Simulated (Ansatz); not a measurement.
Below is a relaxed structure of ZrSi2O6. The cell was found from a structure generator's guess, not taken from experiment.

Computed with DFT PBE, scalar-relativistic, plane waves, PAW in Ansatz 0.2.0. Cutoff 420 eV, Γ-centred mesh, Gaussian smearing, no spin polarisation.

```
Zr Si O
1.0
     4.98713   -2.50392    0.00000
     4.98713    2.50392    0.00000
    -0.18791    0.00000    5.89562
Zr Si O
1 2 6
Cartesian
  4.9871 0.2140 0.0000
  7.3862 1.1680 3.8602
  2.4001 1.1680 2.0354
  6.0617 -0.9034 1.1944
  2.2146 -0.3815 2.5408
  3.7247 -0.9034 4.7012
  3.7234 1.2618 1.0849
  7.5717 -0.3815 3.3548
  6.0630 1.2618 4.8107
```

Energies over the elements count from the elements' standard structures at the same level (O₂ as a molecule), with no fitted energy shifts.

Task: Find its symmetry and describe it.

Result: C2 (No. 5). Conventional cell: a = 9.974 Å, b = 5.008 Å, c = 5.899 Å, β = 91.8°. Zr is surrounded by 4 O at 1.96–1.97 Å; Si is surrounded by 4 O at 1.63–1.64 Å; around O on its first site lie 1 Si at 1.63 Å and 1 Zr at 1.96 Å; around O on its second site lie 2 Si at 1.64 Å; 1 more site not described.

Task: How far does it lie from the elements in energy?

Result: −2.923 eV/atom. A negative formation energy is needed for stability but isn't enough: competing phases decide.

Task: Is it a metal?

Result: No, the gap on the 6×6×4 mesh is 5.16 eV.

The last run used a 6×6×4 mesh (in the run's order of axes) for its 9-atom cell and Gaussian smearing of 0.02 eV. Kohn–Sham gaps at this level usually fall short of measured ones. This cell was reached by moving the atoms of another relaxed cell at random and relaxing again, last within the group found; it had no such test of its own.
